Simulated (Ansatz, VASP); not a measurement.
Given: the input of a run of Ansatz 0.2.0 on C.

input.yaml

```yaml
crystal:
  lattice:
    - [2.5221, 0.0, 0.0]
    - [-1.26105, 2.1842026709, 0.0]
    - [0.0, 0.0, 8.2371]
  atoms:
    - { symbol: C, position: [0.6666666667, 0.3333333333, 0.84375] }
    - { symbol: C, position: [0.3333333333, 0.6666666667, 0.34375] }
    - { symbol: C, position: [0.6666666667, 0.3333333333, 0.65625] }
    - { symbol: C, position: [0.3333333333, 0.6666666667, 0.15625] }
    - { symbol: C, position: [0.0, 0.0, 0.90625] }
    - { symbol: C, position: [0.0, 0.0, 0.40625] }
    - { symbol: C, position: [0.0, 0.0, 0.59375] }
    - { symbol: C, position: [0.0, 0.0, 0.09375] }
hamiltonian:
  xc: r2scan
  pseudopotentials: { kind: paw }
kpoints:
  mp_grid: { grid: [12, 12, 4] }
  band_path:
    path:
      - [[0.0, 0.0, 0.0], [0.5, 0.0, 0.0], [0.3333333333, 0.3333333333, 0.0], [0.0, 0.0, 0.0], [0.0, 0.0, 0.5], [0.5, 0.0, 0.5], [0.3333333333, 0.3333333333, 0.5], [0.0, 0.0, 0.5]]
      - [[0.5, 0.0, 0.5], [0.5, 0.0, 0.0]]
      - [[0.3333333333, 0.3333333333, 0.0], [0.3333333333, 0.3333333333, 0.5]]
    npoints: 10
scf:
  occupations: { method: fermi_dirac, width: 0.05 }
  n_extra_bands: 20
output:
  forces: true
  stress: true
  eigenvalues: true
  fatbands: true
```

Potentials or basis: Ansatz PAW.

Run with:

```bash
$ ansatz run input.yaml --threads 4 --pin off --max-ram 11264MiB --backend cpu --events-out ev --progress --plain --runs-dir out
```

Task: Set up the same calculation for VASP 6.6.1. Potentials there: VASP PAW PBE potentials, release 64 (C).

Result: As run (the cutoff follows the program's own potentials):

The input INCAR:

```
SYSTEM = C
ALGO = Normal
EDIFF = 1E-7
ENCUT = 520
ISIF = 2
ISMEAR = -1
LASPH = .True.
LCHARG = .False.
LMIXTAU = .True.
LREAL = .False.
LWAVE = .False.
METAGGA = R2SCAN
NELM = 60
PREC = Accurate
SIGMA = 0.05
```

KPOINTS

```
k-points
0
Gamma
  12 12 4
  0 0 0
```

POSCAR

```
C
1.0
    2.5221000000      0.0000000000      0.0000000000
   -1.2610500000      2.1842026709      0.0000000000
    0.0000000000      0.0000000000      8.2371000000
C
8
Direct
    0.6666666667      0.3333333333      0.8437500000
    0.3333333333      0.6666666667      0.3437500000
    0.6666666667      0.3333333333      0.6562500000
    0.3333333333      0.6666666667      0.1562500000
    0.0000000000      0.0000000000      0.9062500000
    0.0000000000      0.0000000000      0.4062500000
    0.0000000000      0.0000000000      0.5937500000
    0.0000000000      0.0000000000      0.0937500000
```

The input KPOINTS_OPT:

```
path GMKGALHA,LM,KH
20
line-mode
reciprocal
 0.0000000000  0.0000000000  0.0000000000  G
 0.5000000000  0.0000000000  0.0000000000  M

 0.5000000000  0.0000000000  0.0000000000  M
 0.3333333333  0.3333333333  0.0000000000  K

 0.3333333333  0.3333333333  0.0000000000  K
 0.0000000000  0.0000000000  0.0000000000  G

 0.0000000000  0.0000000000  0.0000000000  G
 0.0000000000  0.0000000000  0.5000000000  A

 0.0000000000  0.0000000000  0.5000000000  A
 0.5000000000  0.0000000000  0.5000000000  L

 0.5000000000  0.0000000000  0.5000000000  L
 0.3333333333  0.3333333333  0.5000000000  H

 0.3333333333  0.3333333333  0.5000000000  H
 0.0000000000  0.0000000000  0.5000000000  A

 0.5000000000  0.0000000000  0.5000000000  L
 0.5000000000  0.0000000000  0.0000000000  M

 0.3333333333  0.3333333333  0.0000000000  K
 0.3333333333  0.3333333333  0.5000000000  H
```

Potentials or basis: VASP PAW PBE potentials, release 64 (C).

The run is started by

```bash
$ cat potpaw_PBE.64/C/POTCAR > POTCAR
$ mpirun -np 1 vasp_std > vasp.out
```

Both were run:

|  | VASP | Ansatz | Ansatz less VASP |
| --- | --- | --- | --- |
| gap on the k mesh at the Fermi level (eV) | 4.62 | 4.64 | +0.023 |
| least direct gap on the mesh (eV) | 5.41 | 5.45 | +0.045 |
| gap along the band path (eV) | 4.62 | 4.65 | +0.025 |
| pressure (GPa) | -0.8 | -1.9 | -1.09 |
| largest component of the traceless stress (GPa) | 8.75 | 8.72 | -0.029 |
| rms of the force components (eV/Å) | 0.200 | 0.199 | -0.0009 |

Atom by atom the forces differ by 0.001 eV/Å (rms over components). The functional is the same, so the differences come from potentials, cutoffs and numerics.

Caveats: the PAW data sets were made with another functional, which shifts forces and pressure a little (VASP); the PAW data sets come from PBE, with cores solved anew for the run's functional, which leaves a small shift of forces and pressure (Ansatz). r2SCAN opens gaps a little over a GGA but as a rule still falls short of measured ones.
